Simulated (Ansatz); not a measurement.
# SiNi: elastic constants, part 3 of 3

Aim: for SiNi, find the equilibrium cell, relax to small forces and stress and compute the elastic constants.

Ansatz 0.2.0; DFT r2SCAN, scalar-relativistic, plane waves, PAW. Earlier steps stand in the parts before.

### Step 5. Elastic constants, atoms relaxed

The input, input.yaml:

```yaml
crystal:
  lattice:
    - [2.9735732277, 0.0, 0.0]
    - [0.0, 3.2644758728, 0.0]
    - [0.0, 0.0, 4.6692398939]
  atoms:
    - { symbol: Si, position: [0.0, 0.0, 0.1563564211] }
    - { symbol: Si, position: [0.5, 0.5, 0.8436435789] }
    - { symbol: Ni, position: [0.0, 0.0, 0.6569072891] }
    - { symbol: Ni, position: [0.5, 0.5, 0.3430927109] }
basis:
  ecutwfc: 500
kpoints:
  mp_grid: { grid: [14, 12, 10] }
hamiltonian:
  xc: r2scan
scf:
  occupations: { method: fermi_dirac, width: 0.15 }
output:
  forces: true
  stress: true
  eigenvalues: true
elastic:
  mode: relaxed_ion
  amplitude: 0.005
  stencil: two_point
```

On the command line:

```
$ ansatz run input.yaml --threads 2 --pin off --max-ram 5120MiB --backend cpu --events-out ev --progress --plain --runs-dir out
```

Log:

```text
Warning: RAYON_NUM_THREADS=2 ignored (pool sized by the plan → 2); use --threads N
band count auto-derived: 28 (N_el = 44.0; filled up to band 22; 27 by the electrons, moments and atoms)
Engine: ansatz 0.2.0, x86_64-unknown-linux-gnu
Pseudopotentials: kind: paw
Pseudopotential: Si, paw, valence charge 4, recommended cutoff 500 eV (meta_gga), Si.paw.azcp
Pseudopotential: Ni, paw, valence charge 18, recommended cutoff 500 eV (meta_gga), Ni.paw.azcp
Functional definition: r2SCAN
  parameter k0 = 0.174
  parameter k1 = 0.065
  parameter a1 = 4.9479
  exchange = r2scan_x(k0 = k0, k1 = k1, a1 = a1)
  correlation = r2scan_c
Crystal: 4 atoms, lattice volume = 45.325 Å³
Basis set: ecut = 500 eV, 1137 PW (Γ), exchange–correlation on 96×96×144 points (64 copies of the dense FFT grid, shifted against one another)
Bands: 28, of which v1, the nominal top of the filled ones, is band 22 counted from 1 (21 counted from 0)
Symmetry: 8 space group operations
Space group: Pmmn (ITA 59), of the structure as read, at distance tolerance 3.6e-5 Å
k-points: 336 of 1680
Non-local potential: Si, projectors of the file, l = 0: 2, l = 1: 2, l = 2: 2
Non-local potential: Ni, projectors of the file, l = 0: 3, l = 1: 2, l = 2: 3, l = 3: 1
PAW form: soft (Blöchl's): semilocal exchange-correlation on the pseudo side does not see the compensation charge
PAW frozen core: Si, regenerated for the run's functional (the file was generated under x = pbe(κ = 0.804, μ = 0.2195149727645171), c = pbe(β = 0.06672455060314922))
PAW frozen core: Ni, regenerated for the run's functional (the file was generated under x = pbe(κ = 0.804, μ = 0.2195149727645171), c = pbe(β = 0.06672455060314922))
PAW one-centre angular grid: Si, 302 points (default); XC on 160 Gauss nodes
PAW one-centre angular grid: Ni, 590 points (default); XC on 160 Gauss nodes
Initial density: superposition of atomic densities (neutral atoms: chi_scale 0, normalization atom), corrected by the library's trained network
Initial wavefunctions: pseudopotential atomic-orbital guess
Functional: x = r2scan, c = r2scan; τ floored in thin density (d = 2e-4 eV/Å³)
SCF iter   1: F=—  HF=-12970.302021 eV  |F-HF|=—  |Δ(HF+E_count)|=         —  Δρ=3.17e-2  dr2=4.00e-1  dr2_τ=1.18e-1  ethr=1.77e-3  ⟨swp⟩=5.2  Hψ=40021  notcnv=0
preconditioner: auto → Kerker (q_TF=auto, 2.715 Å⁻¹)  [metal: Δε(μ)=0.007 eV  Ē_g=8.776 eV  σ=0.150 eV  W_gap=0.01  n_scr=16 (ndim 8)  ℏωp=29.2 eV  f_vac=0.000  D(μ)=1.04/eV (n_scr^D=4)]
SCF iter   2: F=—  HF=-12970.438950 eV  |F-HF|=—  |Δ(HF+E_count)|=   1.37e-1  Δρ=2.49e-2  dr2=1.41e-1  dr2_τ=2.20e-3  ethr=9.09e-4  ⟨swp⟩=2.4  Hψ=18295  notcnv=0  defer=22
SCF iter   3: F=—  HF=-12970.411482 eV  |F-HF|=—  |Δ(HF+E_count)|=   2.75e-2  Δρ=8.00e-3  dr2=3.02e-2  dr2_τ=7.37e-5  ethr=3.21e-4  ⟨swp⟩=2.1  Hψ=15199  notcnv=0  defer=22
SCF iter   4: F=—  HF=-12970.407272 eV  |F-HF|=—  |Δ(HF+E_count)|=   4.21e-3  Δρ=2.34e-3  dr2=1.48e-3  dr2_τ=2.00e-5  ethr=6.86e-5  ⟨swp⟩=1.1  Hψ=11543  notcnv=0  defer=20
SCF iter   5: F=—  HF=-12970.407358 eV  |F-HF|=—  |Δ(HF+E_count)|=   8.56e-5  Δρ=1.37e-3  dr2=4.89e-4  dr2_τ=7.95e-6  ethr=3.35e-6  ⟨swp⟩=2.0  Hψ=15452  notcnv=0  defer=20
SCF iter   6: F=—  HF=-12970.407325 eV  |F-HF|=—  |Δ(HF+E_count)|=   3.28e-5  Δρ=4.44e-4  dr2=5.52e-5  dr2_τ=4.58e-7  ethr=1.11e-6  ⟨swp⟩=2.0  Hψ=13900  notcnv=0  defer=20
SCF iter   7: F=—  HF=-12970.407330 eV  |F-HF|=—  |Δ(HF+E_count)|=   5.17e-6  Δρ=2.24e-4  dr2=1.25e-5  dr2_τ=7.55e-8  ethr=1.25e-7  ⟨swp⟩=1.3  Hψ=9699  notcnv=0  defer=20
SCF iter   8: F=—  HF=-12970.407329 eV  |F-HF|=—  |Δ(HF+E_count)|=   9.82e-7  Δρ=3.43e-5  dr2=3.85e-7  dr2_τ=3.05e-9  ethr=2.84e-8  ⟨swp⟩=2.0  Hψ=14052  notcnv=0  defer=20
SCF iter   9: F=—  HF=-12970.407330 eV  |F-HF|=—  |Δ(HF+E_count)|=   1.11e-6  Δρ=1.86e-5  dr2=1.22e-7  dr2_τ=8.88e-10  ethr=8.75e-10  ⟨swp⟩=2.5  Hψ=15915  notcnv=0  defer=20
SCF iter  10: F=—  HF=-12970.407330 eV  |F-HF|=—  |Δ(HF+E_count)|=   1.08e-8  Δρ=2.75e-6  dr2=2.64e-9  dr2_τ=4.36e-11  ethr=2.76e-10  ⟨swp⟩=2.0  Hψ=14169  notcnv=0  defer=20
SCF iter  11: F=—  HF=-12970.407330 eV  |F-HF|=—  |Δ(HF+E_count)|=  6.51e-10  Δρ=9.42e-7  dr2=2.06e-10  dr2_τ=3.76e-12  ethr=6.01e-12  ⟨swp⟩=2.1  Hψ=16027  notcnv=0  defer=20
SCF iter  12: F=—  HF=-12970.407330 eV  |F-HF|=—  |Δ(HF+E_count)|=  5.09e-11  Δρ=1.94e-7  dr2=1.22e-11  dr2_τ=3.47e-13  ethr=4.67e-13 (applied; sched 1.00e-12)  ⟨swp⟩=2.5  Hψ=17102  notcnv=0  defer=20
SCF iter  13: F=—  HF=-12970.407330 eV  |F-HF|=—  |Δ(HF+E_count)|=  1.09e-11  Δρ=5.36e-8  dr2=8.99e-13  dr2_τ=2.08e-14  ethr=2.78e-14 (applied; sched 1.00e-12)  ⟨swp⟩=2.0  Hψ=14864  notcnv=0  defer=20
SCF iter  14: F=-12970.407330 eV  HF=-12970.407330 eV  |F-HF|=7.28e-12  |Δ(HF+E_count)|=    0.00e0  Δρ=1.40e-8  dr2=7.61e-14  dr2_τ=6.79e-16  ethr=1.00e-12  ⟨swp⟩=5.2  Hψ=39856  notcnv=0
SCF 1 converged in 14 iterations: F = -12970.407330 eV  dr2 = 7.61e-14
relax step   1: F+E_penalty+E_count = -12970.40733034 eV  Δ(F+E_penalty+E_count) = +0.000e0 eV  max|allowed force component| = 5.207e-4 eV/Å  Δτ_max = 0.0000 Å  (14 SCF iters, accepted)
[... from here on, the SCF cycles and remarks between the steps are left out ...]
relax step   2: F+E_penalty+E_count = -12970.40733036 eV  Δ(F+E_penalty+E_count) = -1.778e-8 eV  max|allowed force component| = 3.034e-4 eV/Å  Δτ_max = 0.0000 Å  (11 SCF iters, accepted)
relax step   3: F+E_penalty+E_count = -12970.40733037 eV  Δ(F+E_penalty+E_count) = -7.565e-9 eV  max|allowed force component| = 9.875e-6 eV/Å  Δτ_max = 0.0000 Å  (9 SCF iters, accepted)
relax step   1: F+E_penalty+E_count = -12970.40669834 eV  Δ(F+E_penalty+E_count) = +0.000e0 eV  max|allowed force component| = 4.581e-3 eV/Å  Δτ_max = 0.0000 Å  (14 SCF iters, accepted)
relax step   2: F+E_penalty+E_count = -12970.40670136 eV  Δ(F+E_penalty+E_count) = -3.022e-6 eV  max|allowed force component| = 5.052e-4 eV/Å  Δτ_max = 0.0004 Å  (11 SCF iters, accepted)
relax step   3: F+E_penalty+E_count = -12970.40670137 eV  Δ(F+E_penalty+E_count) = -1.428e-8 eV  max|allowed force component| = 4.334e-5 eV/Å  Δτ_max = 0.0000 Å  (9 SCF iters, accepted)
relax step   1: F+E_penalty+E_count = -12970.40669473 eV  Δ(F+E_penalty+E_count) = +0.000e0 eV  max|allowed force component| = 4.334e-3 eV/Å  Δτ_max = 0.0000 Å  (13 SCF iters, accepted)
relax step   2: F+E_penalty+E_count = -12970.40669763 eV  Δ(F+E_penalty+E_count) = -2.907e-6 eV  max|allowed force component| = 8.773e-5 eV/Å  Δτ_max = 0.0004 Å  (11 SCF iters, accepted)
relax step   3: F+E_penalty+E_count = -12970.40669763 eV  Δ(F+E_penalty+E_count) = -7.258e-10 eV  max|allowed force component| = 1.006e-7 eV/Å  Δτ_max = 0.0000 Å  (7 SCF iters, accepted)
relax step   1: F+E_penalty+E_count = -12970.40644610 eV  Δ(F+E_penalty+E_count) = +0.000e0 eV  max|allowed force component| = 1.343e-2 eV/Å  Δτ_max = 0.0000 Å  (13 SCF iters, accepted)
relax step   2: F+E_penalty+E_count = -12970.40646128 eV  Δ(F+E_penalty+E_count) = -1.517e-5 eV  max|allowed force component| = 2.004e-3 eV/Å  Δτ_max = 0.0010 Å  (11 SCF iters, accepted)
relax step   3: F+E_penalty+E_count = -12970.40646151 eV  Δ(F+E_penalty+E_count) = -2.276e-7 eV  max|allowed force component| = 6.918e-5 eV/Å  Δτ_max = 0.0001 Å  (9 SCF iters, accepted)
relax step   4: F+E_penalty+E_count = -12970.40646151 eV  Δ(F+E_penalty+E_count) = -3.529e-10 eV  max|allowed force component| = 1.313e-6 eV/Å  Δτ_max = 0.0000 Å  (8 SCF iters, accepted)
relax step   1: F+E_penalty+E_count = -12970.40647024 eV  Δ(F+E_penalty+E_count) = +0.000e0 eV  max|allowed force component| = 1.326e-2 eV/Å  Δτ_max = 0.0000 Å  (14 SCF iters, accepted)
relax step   2: F+E_penalty+E_count = -12970.40648552 eV  Δ(F+E_penalty+E_count) = -1.527e-5 eV  max|allowed force component| = 3.135e-4 eV/Å  Δτ_max = 0.0009 Å  (11 SCF iters, accepted)
relax step   3: F+E_penalty+E_count = -12970.40648553 eV  Δ(F+E_penalty+E_count) = -1.403e-8 eV  max|allowed force component| = 1.683e-6 eV/Å  Δτ_max = 0.0000 Å  (9 SCF iters, accepted)
relax step   1: F+E_penalty+E_count = -12970.40566691 eV  Δ(F+E_penalty+E_count) = +0.000e0 eV  max|allowed force component| = 3.640e-2 eV/Å  Δτ_max = 0.0000 Å  (14 SCF iters, accepted)
relax step   2: F+E_penalty+E_count = -12970.40577792 eV  Δ(F+E_penalty+E_count) = -1.110e-4 eV  max|allowed force component| = 8.149e-4 eV/Å  Δτ_max = 0.0027 Å  (12 SCF iters, accepted)
relax step   3: F+E_penalty+E_count = -12970.40577796 eV  Δ(F+E_penalty+E_count) = -4.219e-8 eV  max|allowed force component| = 5.634e-5 eV/Å  Δτ_max = 0.0001 Å  (9 SCF iters, accepted)
relax step   4: F+E_penalty+E_count = -12970.40577796 eV  Δ(F+E_penalty+E_count) = -1.855e-10 eV  max|allowed force component| = 4.125e-6 eV/Å  Δτ_max = 0.0000 Å  (6 SCF iters, accepted)
relax step   1: F+E_penalty+E_count = -12970.40572628 eV  Δ(F+E_penalty+E_count) = +0.000e0 eV  max|allowed force component| = 3.552e-2 eV/Å  Δτ_max = 0.0000 Å  (14 SCF iters, accepted)
relax step   2: F+E_penalty+E_count = -12970.40583734 eV  Δ(F+E_penalty+E_count) = -1.111e-4 eV  max|allowed force component| = 1.419e-3 eV/Å  Δτ_max = 0.0026 Å  (12 SCF iters, accepted)
relax step   3: F+E_penalty+E_count = -12970.40583749 eV  Δ(F+E_penalty+E_count) = -1.538e-7 eV  max|allowed force component| = 1.023e-4 eV/Å  Δτ_max = 0.0001 Å  (10 SCF iters, accepted)
relax step   4: F+E_penalty+E_count = -12970.40583749 eV  Δ(F+E_penalty+E_count) = -6.803e-10 eV  max|allowed force component| = 2.379e-6 eV/Å  Δτ_max = 0.0000 Å  (7 SCF iters, accepted)
relax step   1: F+E_penalty+E_count = -12970.40684695 eV  Δ(F+E_penalty+E_count) = +0.000e0 eV  max|allowed force component| = 7.871e-3 eV/Å  Δτ_max = 0.0000 Å  (13 SCF iters, accepted)
relax step   2: F+E_penalty+E_count = -12970.40685324 eV  Δ(F+E_penalty+E_count) = -6.291e-6 eV  max|allowed force component| = 1.435e-3 eV/Å  Δτ_max = 0.0006 Å  (10 SCF iters, accepted)
relax step   3: F+E_penalty+E_count = -12970.40685360 eV  Δ(F+E_penalty+E_count) = -3.590e-7 eV  max|allowed force component| = 3.454e-4 eV/Å  Δτ_max = 0.0002 Å  (10 SCF iters, accepted)
relax step   4: F+E_penalty+E_count = -12970.40685361 eV  Δ(F+E_penalty+E_count) = -1.205e-8 eV  max|allowed force component| = 5.939e-6 eV/Å  Δτ_max = 0.0000 Å  (7 SCF iters, accepted)
relax step   1: F+E_penalty+E_count = -12970.40684695 eV  Δ(F+E_penalty+E_count) = +0.000e0 eV  max|allowed force component| = 7.871e-3 eV/Å  Δτ_max = 0.0000 Å  (13 SCF iters, accepted)
relax step   2: F+E_penalty+E_count = -12970.40685361 eV  Δ(F+E_penalty+E_count) = -6.655e-6 eV  max|allowed force component| = 3.145e-4 eV/Å  Δτ_max = 0.0008 Å  (11 SCF iters, accepted)
relax step   3: F+E_penalty+E_count = -12970.40685361 eV  Δ(F+E_penalty+E_count) = -7.265e-9 eV  max|allowed force component| = 5.525e-5 eV/Å  Δτ_max = 0.0000 Å  (9 SCF iters, accepted)
relax step   4: F+E_penalty+E_count = -12970.40685361 eV  Δ(F+E_penalty+E_count) = -1.655e-10 eV  max|allowed force component| = 1.409e-5 eV/Å  Δτ_max = 0.0000 Å  (6 SCF iters, accepted)
relax step   1: F+E_penalty+E_count = -12970.40685970 eV  Δ(F+E_penalty+E_count) = +0.000e0 eV  max|allowed force component| = 1.573e-2 eV/Å  Δτ_max = 0.0000 Å  (13 SCF iters, accepted)
relax step   2: F+E_penalty+E_count = -12970.40688839 eV  Δ(F+E_penalty+E_count) = -2.869e-5 eV  max|allowed force component| = 3.400e-3 eV/Å  Δτ_max = 0.0014 Å  (11 SCF iters, accepted)
relax step   3: F+E_penalty+E_count = -12970.40689045 eV  Δ(F+E_penalty+E_count) = -2.056e-6 eV  max|allowed force component| = 8.253e-4 eV/Å  Δτ_max = 0.0005 Å  (10 SCF iters, accepted)
relax step   4: F+E_penalty+E_count = -12970.40689054 eV  Δ(F+E_penalty+E_count) = -9.487e-8 eV  max|allowed force component| = 9.234e-5 eV/Å  Δτ_max = 0.0001 Å  (7 SCF iters, accepted)
relax step   5: F+E_penalty+E_count = -12970.40689055 eV  Δ(F+E_penalty+E_count) = -1.142e-9 eV  max|allowed force component| = 4.206e-6 eV/Å  Δτ_max = 0.0000 Å  (7 SCF iters, accepted)
relax step   1: F+E_penalty+E_count = -12970.40685970 eV  Δ(F+E_penalty+E_count) = +0.000e0 eV  max|allowed force component| = 1.573e-2 eV/Å  Δτ_max = 0.0000 Å  (13 SCF iters, accepted)
relax step   2: F+E_penalty+E_count = -12970.40689050 eV  Δ(F+E_penalty+E_count) = -3.080e-5 eV  max|allowed force component| = 6.521e-4 eV/Å  Δτ_max = 0.0019 Å  (11 SCF iters, accepted)
relax step   3: F+E_penalty+E_count = -12970.40689053 eV  Δ(F+E_penalty+E_count) = -2.833e-8 eV  max|allowed force component| = 5.166e-4 eV/Å  Δτ_max = 0.0001 Å  (9 SCF iters, accepted)
relax step   4: F+E_penalty+E_count = -12970.40689055 eV  Δ(F+E_penalty+E_count) = -1.818e-8 eV  max|allowed force component| = 3.673e-5 eV/Å  Δτ_max = 0.0000 Å  (8 SCF iters, accepted)
relax step   1: F+E_penalty+E_count = -12970.40688776 eV  Δ(F+E_penalty+E_count) = +0.000e0 eV  max|allowed force component| = 1.465e-4 eV/Å  Δτ_max = 0.0000 Å  (12 SCF iters, accepted)
relax step   2: F+E_penalty+E_count = -12970.40688776 eV  Δ(F+E_penalty+E_count) = -1.333e-9 eV  max|allowed force component| = 1.905e-5 eV/Å  Δτ_max = 0.0000 Å  (6 SCF iters, accepted)
relax step   1: F+E_penalty+E_count = -12970.40688776 eV  Δ(F+E_penalty+E_count) = +0.000e0 eV  max|allowed force component| = 1.465e-4 eV/Å  Δτ_max = 0.0000 Å  (12 SCF iters, accepted)
relax step   2: F+E_penalty+E_count = -12970.40688776 eV  Δ(F+E_penalty+E_count) = -9.841e-10 eV  max|allowed force component| = 7.887e-5 eV/Å  Δτ_max = 0.0000 Å  (6 SCF iters, accepted)
relax step   3: F+E_penalty+E_count = -12970.40688776 eV  Δ(F+E_penalty+E_count) = -3.729e-10 eV  max|allowed force component| = 1.753e-6 eV/Å  Δτ_max = 0.0000 Å  (6 SCF iters, accepted)
iter 1 solved again at ethr=1.00e-12 eV; its pass at ethr=3.10e-3 eV (dr2=1.46e-14 eV) is discarded
SCF iter   1: F=—  HF=-12970.406888 eV  |F-HF|=—  |Δ(HF+E_count)|=         —  Δρ=6.31e-9  dr2=1.06e-14  dr2_τ=1.39e-16  ethr=1.00e-12  ⟨swp⟩=2.3  Hψ=66211  notcnv=0
SCF iter   2: F=-12970.406888 eV  HF=-12970.406888 eV  |F-HF|=1.82e-12  |Δ(HF+E_count)|=  1.82e-12  Δρ=4.30e-9  dr2=7.45e-15  dr2_τ=5.63e-17  ethr=1.00e-12  ⟨swp⟩=5.2  Hψ=54972  notcnv=0
SCF 60 converged in 2 iterations: F = -12970.406888 eV  dr2 = 7.45e-15
SCF converged after 2 iterations
Free energy (F): -12970.407330 eV
Harris-Foulkes:  -12970.407330 eV  (|F-HF|=3.64e-12)
Internal energy: -12970.329774 eV  (E = F + TS)
E sigma→0 (E₀):  -12970.368552 eV
Entropy (-TS):   -0.077556 eV (-19.389 meV/atom)
Fermi energy:    16.130926 eV
--- Per-component energies (eV) ---
  E_band       = -644.186106
  E_kinetic    = 658.658185
  E_local      = -8885.774941  (includes V_loc(G=0)·N_el)
  E_nonlocal   = 1329.081022
  E_hartree    = 3852.717960
  E_xc         = -265.838741
  E_vxc        = -342.521637  (∫ρ·V_xc dr)
  E_paw        = -4329.906113  (= ΣΔE_a)
  E_vpaw       = -1131.460218  (= ΣTr[D̂ρ^β])
  E_aug_tail   = 0.000500  (compensation charges beyond the density's cutoff)
  E_vtau       = 22.395062  (kinetic-family band-sum trace: ∫τ·v_τ [+ j·A + Jᵃ·Aᵃ] dr)
  E_ewald      = -5328.514643
  E_core_change = -0.753003  (= ΣΔE_core)
  E_smearing   = -0.077556  (= −TS)
  E_closure    = -0.000000  (closes the sum)
  Σ components = -12970.407330   (vs F -12970.407330, Δ=0.00e0)
--- Forces (eV/Å), atoms counted from 1 ---
  atom   1  Si     0.00000000     0.00000000     0.00000988
  atom   2  Si    -0.00000000     0.00000000    -0.00000988
  atom   3  Ni     0.00000000     0.00000000    -0.00000667
  atom   4  Ni    -0.00000000     0.00000000     0.00000667
  max |Σ_I F_I| component: 0.00e0 eV/Å
--- Stress (GPa, compression-positive) ---
       -0.004002       0.000000       0.000000
        0.000000       0.002507       0.000000
        0.000000       0.000000      -0.001854
  P = ⅓ Tr σ = -0.0011 GPa (-0.011 kbar)
--- Band table (eV; the first three rows and the last of 336) ---
  k-point 0: bands = ["-91.5374", "-91.5276", "-50.5796", "-50.5504", "-50.4678", "-50.4282", "-50.3860", "-50.3549", "1.3003", "7.4989", "9.1771", "11.6591", "12.2667", "12.9971", "13.2088", "13.2091", "13.2642", "13.3763", "13.6984", "14.0727", "14.1241", "14.8400", "17.2261", "19.3626", "21.7971", "21.8505", "23.7569", "24.4472"]
[... 3 lines left out ...]
--- Elastic constants: 6 strain directions × 2 members + reference (group order 8) ---
  dense FFT box of the reference and of every strained cell: 24×24×36
  strains applied: 11, 22, 33, 23, 13, 12; error gains: componentwise 1.00 (the most a stress slope's error grows in a printed constant), spectral 1.00 (1 for all six strains in a standard setting)
  reference relaxed by the batch: 3 steps; max|allowed force component| 5.21e-4 eV/Å at the deck's positions, 9.88e-6 at the last accepted step, 9.88e-6 by the solve of record
  largest displacement 3.9e-5 Å; the constants are those of the deck's cell at these positions:
  atoms:
    - { symbol: Si, position: [-4.857615224790271e-35, 0.0, 0.15636091467969518] }
    - { symbol: Si, position: [0.5, 0.5, 0.8436390853203048] }
    - { symbol: Ni, position: [1.6192050749300903e-35, 0.0, 0.6569157046265722] }
    - { symbol: Ni, position: [0.5, 0.5, 0.34308429537342783] }
  C = ∂σ_k/∂η_j (tension-positive GPa; Voigt order 11 22 33 23 13 12):
       179.443    181.843    129.316      0.000      0.000      0.000
       181.868    242.278    128.826      0.000      0.000      0.000
       129.372    128.862    432.078      0.000      0.000      0.000
         0.000      0.000      0.000    135.374      0.000      0.000
         0.000     -0.000      0.000      0.000    124.964      0.000
         0.000      0.000      0.000      0.000      0.000    125.209
  reference stress σ⁰ (GPa):      0.004     -0.003      0.002     -0.000     -0.000     -0.000
  C* (energy form; C + prestress term) asymmetry max|C*_kj − C*_jk| = 5.368e-2 GPa — a small one proves nothing (zero by symmetry where the batch's group is 432, −43m or m−3m); a large one is finite-difference/SCF noise where every solve meets its electron count
  moduli (Voigt/Reuss/Hill, GPa): K = 192.65/172.26/182.46   G = 104.69/45.50/75.09   E = 198.11   ν = 0.319
  mechanically stable: yes (min eigenvalue of sym C = 25.51 GPa)
  the stresses are not corrected for the forces that the relaxations left standing (`elastic.f_tol`)
  strain η (Voigt 11):  stress-route row diagonal C_11 = 179.44 GPa, energy-path curvature d²(F+E_count+ΔE)/dδ²/Ω₀ = 179.45 GPa
         δ    σ_11 (GPa)             F (eV)   n_scf  n_hpsi   n_pw
    -5.000e-3      -0.9025      -12970.4067014       2   85988   1166   relax 3 steps, max|allowed force component| 4.33e-5 eV/Å
     5.000e-3       0.8920      -12970.4066976       2   86131   1176   relax 3 steps, max|allowed force component| 1.01e-7 eV/Å
  strain η (Voigt 22):  stress-route row diagonal C_22 = 242.28 GPa, energy-path curvature d²(F+E_count+ΔE)/dδ²/Ω₀ = 242.25 GPa
         δ    σ_22 (GPa)             F (eV)   n_scf  n_hpsi   n_pw
    -5.000e-3      -1.2248      -12970.4064615       2   85996   1164   relax 4 steps, max|allowed force component| 1.31e-6 eV/Å
     5.000e-3       1.1980      -12970.4064855       2   86373   1180   relax 3 steps, max|allowed force component| 1.68e-6 eV/Å
  strain η (Voigt 33):  stress-route row diagonal C_33 = 432.08 GPa, energy-path curvature d²(F+E_count+ΔE)/dδ²/Ω₀ = 431.97 GPa
         δ    σ_33 (GPa)             F (eV)   n_scf  n_hpsi   n_pw
    -5.000e-3      -2.2221      -12970.4057780       2   86952   1164   relax 4 steps, max|allowed force component| 4.13e-6 eV/Å
     5.000e-3       2.0987      -12970.4058375       2   86324   1180   relax 4 steps, max|allowed force component| 2.38e-6 eV/Å
  strain η (Voigt 23):  stress-route row diagonal C_44 = 135.37 GPa, energy-path curvature d²(F+E_count+ΔE)/dδ²/Ω₀ = 135.39 GPa
         δ    σ_23 (GPa)             F (eV)   n_scf  n_hpsi   n_pw
    -5.000e-3      -0.6769      -12970.4068536       2  128286   1168   relax 4 steps, max|allowed force component| 5.94e-6 eV/Å
     5.000e-3       0.6769      -12970.4068536       2  127173   1168   relax 4 steps, max|allowed force component| 1.41e-5 eV/Å
  strain η (Voigt 13):  stress-route row diagonal C_55 = 124.96 GPa, energy-path curvature d²(F+E_count+ΔE)/dδ²/Ω₀ = 124.98 GPa
         δ    σ_13 (GPa)             F (eV)   n_scf  n_hpsi   n_pw
    -5.000e-3      -0.6248      -12970.4068905       2  128549   1168   relax 5 steps, max|allowed force component| 4.21e-6 eV/Å
     5.000e-3       0.6248      -12970.4068905       2  130185   1168   relax 4 steps, max|allowed force component| 3.67e-5 eV/Å
  strain η (Voigt 12):  stress-route row diagonal C_66 = 125.21 GPa, energy-path curvature d²(F+E_count+ΔE)/dδ²/Ω₀ = 125.21 GPa
         δ    σ_12 (GPa)             F (eV)   n_scf  n_hpsi   n_pw
    -5.000e-3      -0.6260      -12970.4068878       2  131919   1168   relax 2 steps, max|allowed force component| 1.91e-5 eV/Å
     5.000e-3       0.6260      -12970.4068878       2  131511   1168   relax 3 steps, max|allowed force component| 1.75e-6 eV/Å
```

It took 30 min on 2 threads of Intel Xeon Platinum 8259CL at 2.50GHz (Skylake/Cascade Lake), shared host; peak memory 1.3 GiB.

Derived from the tensor and the density, 6.358 g/cm³, with v_l = √((B+4G/3)/ρ), v_t = √(G/ρ), v_m = [(2/v_t³+1/v_l³)/3]^(−1/3) and Θ = (ħ/k_B)·v_m·(6π²n/V)^(1/3):

| quantity | value |
| --- | --- |
| bulk modulus B | 182.5 GPa |
| shear modulus G | 75.1 GPa |
| B/G | 2.43 |
| universal anisotropy index | 6.62 |
| sound speeds v_l, v_t | 6666, 3437 m/s |
| Debye temperature Θ | 510 K |

Young's modulus by Cartesian direction:

| direction | E (GPa) |
| --- | --- |
| (1, 0, 0) | 40 |
| (0, 1, 0) | 58 |
| (0, 0, 1) | 339 |
| (1, 1, 0) | 265 |
| (1, 0, 1) | 127 |
| (0, 1, 1) | 144 |
| (1, 1, 1) | 308 |

### Step 6. Results

The summary covers parts 1 to 3. Changes of volume or cell count from the first structure of part 1.

| quantity | value |
| --- | --- |
| relaxed cell | a = 2.974 Å, b = 3.264 Å, c = 4.669 Å, α = 90.00°, β = 90.00°, γ = 90.00° |
| space group (0.01 Å) | Pmmn (No. 59) |
| volume | 11.33 Å³/atom |
| formation energy (elements from runs with the same settings, not shown) | -0.41 eV/atom |
| C11, C12, C44 (relaxed-ion) | 179, 182, 135 GPa |
| C33, C13, C66 (relaxed-ion) | 432, 129, 125 GPa |
| B, G, E (Hill) (relaxed-ion) | 182, 75, 198 GPa |
| Poisson ratio (relaxed-ion) | 0.32 |
| Debye temperature | 510 K |

**Reading.** Relaxation left the volume within 0.5 % of the start. The shape changed too: the edges of the input's cell moved by +1.0, -0.5, -0.2 %. It is stable against strain: the least eigenvalue of C is 26 GPa. B/G = 2.43 lies over 1.75, which by Pugh's rule of thumb suggests ductile behaviour; Young's modulus ranges from about 40 to 346 GPa with direction. Spin polarisation is off in the runs that give these values; a magnetic solution could lie lower.
